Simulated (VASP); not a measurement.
A run of VASP 6.6.1 is set up as follows.

Contents of INCAR:

```
SYSTEM = PbS
PREC     = Accurate       ! precision mode
ENCUT    = 600            ! plane-wave cutoff, eV
EDIFF    = 1E-7           ! SCF threshold, eV
ISMEAR   = 0              ! smearing method
SIGMA    = 0.03           ! smearing width, eV
LREAL    = .False.        ! projectors in reciprocal space
LASPH    = .True.         ! aspherical terms in the spheres
NELM     = 80             ! most SCF steps
ALGO     = Normal         ! electronic algorithm
ISIF     = 3              ! what is computed and relaxed
LWAVE    = .False.        ! write WAVECAR
LCHARG   = .False.        ! write CHGCAR
GGA      = AM             ! functional
IBRION   = 2              ! ionic algorithm
NSW      = 90             ! ionic steps
EDIFFG   = -0.005         ! ionic threshold
```

The input KPOINTS:

```
regular mesh
0
Gamma
  8 8 8
  0 0 0
```

Contents of POSCAR:

```
PbS                                     
1.0
   -0.0000000000      2.9613601592      2.9613601592
    2.9613601592      0.0000000000      2.9613601592
    2.9613601592      2.9613601592      0.0000000000
  Pb              S             
     1     1
Direct
     0.0000000000000000    0.0000000000000000    0.0000000000000000
     0.5000000000000000    0.5000000000000000    0.5000000000000000
```

Potentials or basis: VASP PAW PBE potentials, release 64 (Pb_d, S).

The run is started by

```console
$ cat potpaw_PBE.64/Pb_d/POTCAR potpaw_PBE.64/S/POTCAR > POTCAR
$ mpirun -np 1 vasp_std > vasp.out
```

Problem. Estimate the band gap on the k mesh.

Solution. 0.32 eV, direct.

Final structure:
```cif
data_structure
_symmetry_space_group_name_H-M 'P 1'
_symmetry_Int_Tables_number 1
_cell_length_a 4.1880
_cell_length_b 4.1880
_cell_length_c 4.1880
_cell_angle_alpha 60.000
_cell_angle_beta 60.000
_cell_angle_gamma 60.000
_cell_volume 51.94
loop_
_atom_site_label
_atom_site_type_symbol
_atom_site_fract_x
_atom_site_fract_y
_atom_site_fract_z
_atom_site_occupancy
Pb1 Pb 0.00000 0.00000 0.00000 1
S1 S 0.50000 0.50000 0.50000 1
```

Caveat: the relaxation stopped at its first step, so nothing moved; spin-orbit coupling is left out, which as a rule narrows the gap of such compounds by several tenths of an eV. A k mesh can miss the band edges.
